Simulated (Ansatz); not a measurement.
This is a field-response calculation (clamped ions) with the PAW code Ansatz on AlAs (started from an entry of an open crystallographic database); the level of theory is PBE. Cell and atoms come from a relaxation with r2SCAN.

```yaml
crystal:
  lattice:
    - [0.0, 2.8389251756, 2.8389251756]
    - [2.8389251756, 0.0, 2.8389251756]
    - [2.8389251756, 2.8389251756, 0.0]
  atoms:
    - { symbol: Al, position: [0.0, 0.0, 0.0] }
    - { symbol: As, position: [0.25, 0.25, 0.25] }
kpoints:
  mp_grid: { grid: [6, 6, 6] }
hamiltonian:
  xc: pbe
scf:
  occupations: { method: fixed }
dielectric: {}
```

In the abridged output below, numbers in square brackets stand for lines, or ends of lines, that were taken out.
```
Pseudopotential: Al, paw, valence charge 3, recommended cutoff 420 eV (normal)
Pseudopotential: As, paw, valence charge 15, recommended cutoff 420 eV (normal)
Functional definition: PBE
  parameter kappa = 0.804
  parameter beta = 0.06672455060314922
  exchange = pbe_x(kappa = kappa, mu = beta*pi^2/3)
  correlation = pbe_c(beta = beta)
Crystal: 2 atoms, lattice volume = 45.761 Å³
Basis set: ecut = 420 eV, 893 PW (Γ)
Bands: 13, of which v1, the nominal top of the filled ones, is band 9 counted from 1 (8 counted from 0)
Symmetry: 24 space group operations
k-points: 46 of 216 (irreducible under 4 space group operations, time reversal used)
SCF converged after 7 iterations
Free energy (F): -5394.596960 eV
Fermi energy:    6.273848 eV
--- Dielectric response (ions clamped): 3 representative field directions + reference, inside a basis on a mesh of 216 k-points ---
  ε∞ (high-frequency dielectric tensor):
[1]
  Born effective charges Z* (e; rows j = field, columns β = displacement):
    site 0:
[2]
    site 1:
[3]
  ε∞ is read to err by 4.0e-2, Z* by 2.0e-2 e
```

**Question.** Give the withheld lines. They hold ε∞ (with the ionic part, where printed), the Born charges.

**Answer.**
```
[1]
        9.335717     0.000000     0.000000
        0.000000     9.335717     0.000000
        0.000000     0.000000     9.335717
[2]
         2.14426    0.00000    0.00000
         0.00000    2.14426    0.00000
         0.00000    0.00000    2.14426
[3]
        -2.14426    0.00000    0.00000
         0.00000   -2.14426    0.00000
         0.00000    0.00000   -2.14426
```

The electronic dielectric tensor ε∞ is 9.34 in all directions. Born charges, averaged over directions: Al +2.14, As -2.14 e.

Run as `ansatz run input.yaml --threads 2 --pin off --max-ram 2211MiB --backend cpu --events-out ev --progress --plain --runs-dir out`.

Calculated for a static, non-magnetic cell.
